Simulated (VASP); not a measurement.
Write the native input for VASP 6.6.1 that does the following.

* Task: single point
* Functional: HSE06
* Potentials or basis: VASP PAW PBE potentials, release 64 (Mo_sv)
* Cutoff: 520 eV
* k mesh: 9 × 9 × 4
* Occupations: gaussian, width 0.1 eV
* Spin: no spin polarisation
* Grid for exact exchange (PRECFOCK): Fast
* Screening parameter: 0.2 1/A
* Further INCAR settings: ALGO = Normal; EDIFF = 1e-06

The system is Mo.

```
CELL_PARAMETERS angstrom
2.73181 0.00000 0.00000
-1.36590 2.36581 0.00000
0.00000 0.00000 4.84075
ATOMIC_POSITIONS crystal
Mo 0.33333 0.66667 0.25000
Mo 0.66667 0.33333 0.75000
```

This isn't the form of Mo at room conditions, which is bcc.

One way to write it, as run:

POSCAR

```
Mo
1.0
    2.7318100000      0.0000000000      0.0000000000
   -1.3659000000      2.3658100000      0.0000000000
    0.0000000000      0.0000000000      4.8407500000
Mo
2
Direct
    0.3333300000      0.6666700000      0.2500000000
    0.6666700000      0.3333300000      0.7500000000
```

INCAR.step1

```
  PREC = Accurate
  ENCUT = 520
  EDIFF = 1E-5
  ISMEAR = 0
  SIGMA = 0.1
  LREAL = F
  LASPH = T
  NELM = 100
  ALGO = Normal
  ISIF = 2
  LWAVE = T
  GGA = PE
```

INCAR.step2

```
  PREC = Accurate
  ENCUT = 520
  EDIFF = 1E-6
  ISMEAR = 0
  SIGMA = 0.1
  LREAL = F
  LASPH = T
  NELM = 100
  ALGO = Normal
  ISIF = 2
  LWAVE = F
  LCHARG = T
  GGA = PE
  LHFCALC = T
  HFSCREEN = 0.2
  PRECFOCK = Fast
  LELF = T
  LVHAR = T
  ISTART = 1
```

KPOINTS

```
Automatic mesh
0
Gamma
  9 9 4
```

Potentials or basis: VASP PAW PBE potentials, release 64 (Mo_sv).

Command:

```sh
$ cat potpaw_PBE.64/Mo_sv/POTCAR > POTCAR
$ cp INCAR.step1 INCAR
$ mpirun -np 1 vasp_std > vasp.out
$ cp INCAR.step2 INCAR
$ mpirun -np 1 vasp_std > vasp.out
```

Results of the run:

| Item | Value |
| --- | --- |
| Pressure | 0.9 GPa |
| Band gap on the k mesh | none (metal or under the smearing width) |

Caveat: the PAW data sets were made with another functional, which shifts forces and pressure a little.

It took 2.3 h on 1 thread of AMD EPYC 9R45 (Zen 5), with other jobs on the host, peak memory 0.26 GiB.
